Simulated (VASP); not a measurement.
# Mg in VASP: reference runs

How does Mg come out in PBE? The cell is run as given.

Program: VASP 6.6.1. These are calculated values, not measurements. Logs are shortened: lines on timing, memory, paths and dates and some standing lists are left out, and cuts for length are marked.

**1. The undisturbed crystal**

The cell holds a slab with vacuum, 9 atoms: a = 3.177 Å, b = 3.177 Å, c = 35.638 Å, α = 90.00°, β = 90.00°, γ = 120.00°.

The slab is cut from a database's or a generator's crystal, which needn't be the stable form of the element.

**2. Single point, PBE (the (0 0 1) slab of Mg, cut from the database cell, not relaxed)**

Contents of INCAR:

```
PREC = Accurate ; ENCUT = 520
EDIFF = 1E-7 ; ISMEAR = -1
SIGMA = 0.05 ; LREAL = F
LASPH = T ; NELM = 60
ALGO = Normal ; ISIF = 2
LWAVE = F ; LCHARG = F
LDIPOL = T ; IDIPOL = 3
DIPOL = 0.5 0.5 0.500 ; GGA = PE
NBANDS = 19
```

Contents of KPOINTS:

```
Automatic mesh
0
Gamma
  10 10 1
```

Contents of POSCAR:

```
Mg
1.0
    3.1768261656      0.0000000000      0.0000000000
   -1.5884130828      2.7512121628      0.0000000000
    0.0000000000      0.0000000000     35.6377240200
Mg
9
Direct
    0.3333333300      0.6666666600      0.2104511499
    0.0000000000      0.0000000000      0.2828383624
    0.6666666700      0.3333333400      0.3552255750
    0.0000000000      0.0000000000      0.4276127875
    0.3333333300      0.6666666600      0.5000000000
    0.0000000000      0.0000000000      0.5723872125
    0.6666666700      0.3333333400      0.6447744250
    0.0000000000      0.0000000000      0.7171616376
    0.3333333300      0.6666666600      0.7895488501
```

Potentials or basis: VASP PAW PBE potentials, release 64 (Mg).

Launch:

```bash
$ cat potpaw_PBE.64/Mg/POTCAR > POTCAR
$ mpirun -np 1 vasp_std > vasp.out
```

OUTCAR:

```text
PREC = Accurate
   ENCUT = 520
   EDIFF = 1E-7
   ISMEAR = -1
   LREAL = F
   LASPH = T
   NELM = 60
   ISIF = 2
   GGA = PE

 ion  position               nearest neighbor table
   1  0.333  0.667  0.210-   2 3.17   2 3.17   2 3.17
   2  0.000  0.000  0.283-   1 3.17   3 3.17   1 3.17   1 3.17   3 3.17   3 3.17
   3  0.667  0.333  0.355-   4 3.17   2 3.17   4 3.17   4 3.17   2 3.17   2 3.17
   4  0.000  0.000  0.428-   5 3.17   3 3.17   5 3.17   5 3.17   3 3.17   3 3.17
   5  0.333  0.667  0.500-   4 3.17   6 3.17   4 3.17   6 3.17   4 3.17   6 3.17
   6  0.000  0.000  0.572-   5 3.17   7 3.17   5 3.17   5 3.17   7 3.17   7 3.17
   7  0.667  0.333  0.645-   6 3.17   8 3.17   6 3.17   6 3.17   8 3.17   8 3.17
   8  0.000  0.000  0.717-   9 3.17   7 3.17   9 3.17   9 3.17   7 3.17   7 3.17
   9  0.333  0.667  0.790-   8 3.17   8 3.17   8 3.17

  LATTYP: Found a hexagonal cell.
 ALAT       =     3.1768261656
 C/A-ratio  =    11.2180277303

  Lattice vectors:

 A1 = (   3.1768261656,   0.0000000000,   0.0000000000)
 A2 = (  -1.5884130828,   2.7512121628,   0.0000000000)
 A3 = (   0.0000000000,   0.0000000000,  35.6377240200)

Analysis of symmetry for initial positions (statically):
=====================================================================
 Subroutine PRICEL returns:
 Original cell was already a primitive cell.

 Routine SETGRP: Setting up the symmetry group for a
 hexagonal supercell.

 Subroutine GETGRP returns: Found 12 space group operations
 (whereof 12 operations were pure point group operations)
 out of a pool of 24 trial point group operations.

The static configuration has the point symmetry D_3h.

Analysis of symmetry for dynamics (positions and initial velocities):
=====================================================================
 Subroutine PRICEL returns:
 Original cell was already a primitive cell.

 Routine SETGRP: Setting up the symmetry group for a
 hexagonal supercell.

 Subroutine GETGRP returns: Found 12 space group operations
 (whereof 12 operations were pure point group operations)
 out of a pool of 24 trial point group operations.

The dynamic configuration has the point symmetry D_3h.

 Subroutine INISYM returns: Found 12 space group operations
 (whereof 12 operations are pure point group operations),
 and found     1 'primitive' translations

----------------------------------------------------------------------------------------

                                     Primitive cell

  volume of cell :     311.4781

  direct lattice vectors                    reciprocal lattice vectors
     3.176826166  0.000000000  0.000000000     0.314779578  0.181738074  0.000000000
    -1.588413083  2.751212163  0.000000000     0.000000000  0.363476148  0.000000000
     0.000000000  0.000000000 35.637724020     0.000000000  0.000000000  0.028060153

  length of vectors
     3.176826166  3.176826166 35.637724020     0.363476148  0.363476148  0.028060153

  position of ions in fractional coordinates (direct lattice)
     0.333333330  0.666666660  0.210451150
     0.000000000  0.000000000  0.282838362
     0.666666670  0.333333340  0.355225575
     0.000000000  0.000000000  0.427612788
     0.333333330  0.666666660  0.500000000
     0.000000000  0.000000000  0.572387212
     0.666666670  0.333333340  0.644774425
     0.000000000  0.000000000  0.717161638
     0.333333330  0.666666660  0.789548850

  ion indices of the primitive-cell ions
   primitive index   ion index
                 1           1
                 2           2
                 3           3
                 4           4
                 5           5
                 6           6
                 7           7
                 8           8
                 9           9

----------------------------------------------------------------------------------------

 KPOINTS: Automatic mesh

Automatic generation of k-mesh.
 Grid dimensions read from file:
 generate k-points for:   10   10    1

 Generating k-lattice:

  Cartesian coordinates                     Fractional coordinates (reciprocal lattice)
     0.031477958  0.018173807  0.000000000     0.100000000 -0.000000000  0.000000000
     0.000000000  0.036347615  0.000000000     0.000000000  0.100000000  0.000000000
     0.000000000  0.000000000  0.028060153     0.000000000  0.000000000  1.000000000

  Length of vectors
     0.036347615  0.036347615  0.028060153

  Shift w.r.t. Gamma in fractional coordinates (k-lattice)
     0.000000000  0.000000000  0.000000000

 Subroutine IBZKPT returns following result:
 ===========================================

 Found     14 irreducible k-points:

 Following reciprocal coordinates:
            Coordinates               Weight
  0.000000  0.000000  0.000000      1.000000
  0.100000  0.000000  0.000000      6.000000
  0.200000  0.000000  0.000000      6.000000
  0.300000 -0.000000  0.000000      6.000000
  0.400000 -0.000000  0.000000      6.000000
  0.500000 -0.000000  0.000000      3.000000
  0.100000  0.100000  0.000000      6.000000
  0.200000  0.100000  0.000000     12.000000
  0.300000  0.100000  0.000000     12.000000
  0.400000  0.100000  0.000000     12.000000
  0.200000  0.200000  0.000000      6.000000
  0.300000  0.200000  0.000000     12.000000
  0.400000  0.200000  0.000000      6.000000
  0.300000  0.300000  0.000000      6.000000
   k-points           NKPTS =     14   k-points in BZ     NKDIM =     14   number of bands    NBANDS=     19
   number of dos      NEDOS =    301   number of ions     NIONS =      9
   total plane-waves  NPLWV = 155520
   dimension x,y,z NGX =    24 NGY =   24 NGZ =  270
   dimension x,y,z NGXF=    48 NGYF=   48 NGZF=  540
   ions per type =               9
   NGX,Y,Z   is equivalent  to a cutoff of  12.56, 12.56, 12.60 a.u.
   NGXF,Y,Z  is equivalent  to a cutoff of  25.12, 25.12, 25.19 a.u.
 SYSTEM =  unknown system
   PREC   = accura    normal or accurate (medium, high low for compatibility)
   ISTART =      0    job   : 0-new  1-cont  2-samecut
   ICHARG =      2    charge: 1-file 2-atom 10-const
   ISPIN  =      1    spin polarized calculation?
   LNONCOLLINEAR =      F non collinear calculations
   LSORBIT =      F    spin-orbit coupling
   LASPH  =      T    aspherical Exc in radial PAW
   ENCUT  =  520.0 eV  38.22 Ry    6.18 a.u.   5.91  5.91 66.26*2*pi/ulx,y,z
   NELM   =     60;   NELMIN=  2; NELMDL= -5     # of ELM steps
   EDIFF  = 0.1E-06   stopping-criterion for ELM
   LREAL  =      F    real-space projection
   EDIFFG = 0.1E-05   stopping-criterion for IOM
   NSW    =      0    number of steps for IOM
   IBRION =     -1    ionic relax: 0-MD 1-quasi-New 2-CG
   NFREE  =      0    steps in history (QN), initial steepest desc. (CG)
   ISIF   =      2    stress and relaxation
   ISYM   =      2    0-nonsym 1-usesym 2-fastsym
   POTIM  = 0.5000    time-step for ionic-motion
   TEBEG  =    0.0;   TEEND  =   0.0 temperature during run
   PSTRESS=    0.0 pullay stress
   NELECT =      18.0000    total number of electrons
   NUPDOWN=      -1.0000    fix difference up-down
   EMIN   =  10.00;   EMAX   =-10.00  energy-range for DOS
   EFERMI =   0.00;   METHOD = LEGACY
   ISMEAR =    -1;   SIGMA  =   0.05  broadening in eV -4-tet -1-fermi 0-gaus
   EFERMI_NEDOS =   21; number of points for ismear=-14 and -15
   IALGO  =     38    algorithm
   IMIX   =      4    mixing-type and parameters
     AMIX     =   0.40;   BMIX     =  1.00
     AMIX_MAG =   1.60;   BMIX_MAG =  1.00
  volume/ion in A,a.u.               =      34.61       233.55
  Fermi-wavevector in a.u.,A,eV,Ry     =   0.632931  1.196067  5.450520  0.400602
  Thomas-Fermi vector in A             =   1.696415
   LORBIT       =      0    0 simple, 1 ext, 2 COOP (PROOUT), +10 PAW based schemes
   GGA     = PE    functional components
   LHFCALC =     F    Hartree Fock is set to
   AEXX    =    0.0000 exact exchange contribution
   IVDW    =     0    specifies the selected vdW correction
   LEPSILON=     F    determine dielectric tensor
   LRPA    =     F    only Hartree local field effects (RPA)
 non-spin polarized calculation
  energy-cutoff  :      520.00
  volume of cell :      311.48
 maximum number of plane-waves:      8440
 NGX is ok and might be reduce to    24
   NGX = 11   NGY = 11   NGZ =133

 number of electron      18.0000000 magnetization

 dipolmoment           0.000000      0.000000      0.000000 electrons x Angstroem

 Free energy of the ion-electron system (eV)
  ---------------------------------------------------
  ext. energy  EPLUGINS =         0.00000000
  ---------------------------------------------------
  free energy    TOTEN  =       -12.88078026 eV

  energy without entropy =      -12.82974349  energy(sigma->0) =      -12.85526188

 E-fermi :   0.5940     XC(G=0):  -6.0533

 val. band max:        0.5854368473   @ k =   0.5000  -0.0000   0.0000
 cond. band min:       0.6029062673   @ k =   0.3000   0.3000   0.0000
 fundamental gap:      0.0174694200
 Fermi energy:         0.5940089916

 k-point     1 :       0.0000    0.0000    0.0000
  band No.  band energies     occupation
      1      -6.4431      2.00000
      2      -6.2546      2.00000
      3      -5.9390      2.00000
      4      -5.4981      2.00000
      5      -4.9553      2.00000
      6      -4.2940      2.00000
[... 11 lines left out ...]
     18       6.5706      0.00000
     19       6.6494      0.00000

 k-point     2 :       0.1000    0.0000    0.0000
  band No.  band energies     occupation
      1      -6.2440      2.00000
      2      -6.0558      2.00000
      3      -5.7408      2.00000
      4      -5.3006      2.00000
      5      -4.7589      2.00000
      6      -4.0987      2.00000
[... 256 lines left out ...]
 k-point    14 :       0.3000    0.3000    0.0000
  band No.  band energies     occupation
      1      -1.2182      2.00000
      2      -1.0421      2.00000
      3      -0.7487      2.00000
      4      -0.3426      2.00000
      5       0.1173      1.99986
      6       0.6029      0.91126
[... 11 lines left out ...]
     18       2.2865      0.00000
     19       2.9125      0.00000

------------------------ aborting loop because EDIFF is reached ----------------------------------------

 vacuum level on the upper side and lower side of the slab       (xc-potential included)        -0.124        -0.124

  FORCE on cell =-STRESS in cart. coord.  units (eV):
  Direction    XX          YY          ZZ          XY          YZ          ZX
  --------------------------------------------------------------------------------------
  -------------------------------------------------------------------------------------
  Total       -0.2988723     -0.2988723      1.6605230      0.0000000      0.0000000      0.0000000
  in kB       -1.5373358     -1.5373358      8.5413790      0.0000000      0.0000000      0.0000000
  external PRESSURE =       1.8222358 kB  Pullay stress =       0.0000000 kB

 VOLUME and BASIS-vectors are now :
 -----------------------------------------------------------------------------
  energy-cutoff  :      520.00
  volume of cell :      311.48
      direct lattice vectors                 reciprocal lattice vectors
     3.176826166  0.000000000  0.000000000     0.314779578  0.181738074  0.000000000
    -1.588413083  2.751212163  0.000000000     0.000000000  0.363476148  0.000000000
     0.000000000  0.000000000 35.637724020     0.000000000  0.000000000  0.028060153

 POSITION                                       TOTAL-FORCE (eV/Angst)
 -----------------------------------------------------------------------------------
      0.00000      1.83414      7.50000         0.000000      0.000000     -0.104261
      0.00000      0.00000     10.07972        -0.000000     -0.000000     -0.001598
      1.58841      0.91707     12.65943         0.000000     -0.000000      0.054694
      0.00000      0.00000     15.23915        -0.000000     -0.000000     -0.010394
      0.00000      1.83414     17.81886        -0.000000     -0.000000      0.000000
      0.00000      0.00000     20.39858        -0.000000     -0.000000      0.010394
      1.58841      0.91707     22.97829        -0.000000     -0.000000     -0.054694
      0.00000      0.00000     25.55801        -0.000000     -0.000000      0.001598
      0.00000      1.83414     28.13772         0.000000      0.000000      0.104261
 -----------------------------------------------------------------------------------
    total drift:                                0.000000     -0.000000      0.000000

  FREE ENERGIE OF THE ION-ELECTRON SYSTEM (eV)
  ---------------------------------------------------
  free  energy   TOTEN  =       -12.8807802606 eV

  energy  without entropy=      -12.8297434896  energy(sigma->0) =      -12.85526188

 vacuum level on the upper side and lower side of the slab         4.171         4.171
```

Run time: 78 s. Hardware: 1 thread of Intel Xeon 6975P-C (Granite Rapids), shared host; peak memory 0.39 GiB.

Results:

- Free energy: -12.8808 eV
- Largest force: 0.104 eV/Å
- Band gap on the k mesh: none (metal or under the smearing width)

Forces on the atoms (eV/Å):
```
Mg   0.000  0.000 -0.104
Mg   0.000  0.000 -0.002
Mg   0.000  0.000  0.055
Mg   0.000  0.000 -0.010
Mg   0.000  0.000  0.000
Mg   0.000  0.000  0.010
Mg   0.000  0.000 -0.055
Mg   0.000  0.000  0.002
Mg   0.000  0.000  0.104
```

Levels at points of the mesh, in eV from the Fermi level:
```tsv
k point	band 6	band 7	band 8	band 9	band 10	band 11	band 12	band 13
(0.00, 0.00, 0.00)	-4.89	-4.11	-3.23	-2.22	-1.44	-0.16	0.97	2.05
(0.50, 0.00, 0.00)	-1.67	-1.41	-1.22	-0.98	-0.48	-0.09	-0.01	0.48
```
